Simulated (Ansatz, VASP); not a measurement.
NaCl: VASP beside Ansatz

INCAR

```
  PREC = Accurate
  ENCUT = 520
  EDIFF = 1E-7
  ISMEAR = 0
  SIGMA = 0.05
  LREAL = F
  LASPH = T
  NELM = 60
  ALGO = Normal
  ISIF = 2
  LWAVE = F
  LCHARG = F
  GGA = PS
  NBANDS = 14
```

The input KPOINTS:

```
Automatic mesh
0
Gamma
  10 10 10
```

Contents of POSCAR:

```
NaCl
1.0
    2.9799741626      0.0000000000      0.0000000000
    0.0000000000      2.9799741626      0.0000000000
    0.0000000000      0.0000000000      2.9799741626
Na Cl
1 1
Direct
    0.0000000000      0.0000000000      0.0000000000
    0.5000000000      0.5000000000      0.5000000000
```

Input for Ansatz:

```yaml
crystal:
  lattice:
    - [2.9799741626, 0.0, 0.0]
    - [0.0, 2.9799741626, 0.0]
    - [0.0, 0.0, 2.9799741626]
  atoms:
    - { symbol: Na, position: [0.0, 0.0, 0.0] }
    - { symbol: Cl, position: [0.5, 0.5, 0.5] }
basis:
  ecutwfc: 420
  ecutrho_ratio: 4
kpoints:
  mp_grid: { grid: [10, 10, 10] }
hamiltonian:
  xc: pbesol
scf:
  occupations: { method: gaussian, width: 0.05 }
output:
  forces: true
  stress: true
  eigenvalues: true
```

Alike in both runs: task single point; functional PBEsol; k mesh 10 × 10 × 10; occupations gaussian, width 0.05 eV; no spin polarisation.

```csv
,VASP,Ansatz
version,VASP 6.6.1,Ansatz 0.2.0
potentials or method,"VASP PAW PBE potentials, release 64 (Na_pv, Cl)","scalar-relativistic, plane waves, PAW"
plane-wave cutoff (eV),520,420
valence electrons in the cell,14,16
```

Ansatz gave:

| Property | Result |
| --- | --- |
| gap on the k mesh at the Fermi level (eV) | 4.60 |
| least direct gap on the mesh (eV) | 4.60 |

Problem. Estimate VASP's values.

Solution. gap on the k mesh at the Fermi level (eV): 4.65; least direct gap on the mesh (eV): 4.65.

The functional is the same, so the differences come from potentials, cutoffs and numerics. The two sets of potentials don't hold the same shells in valence.

 A k mesh can miss the band edges.
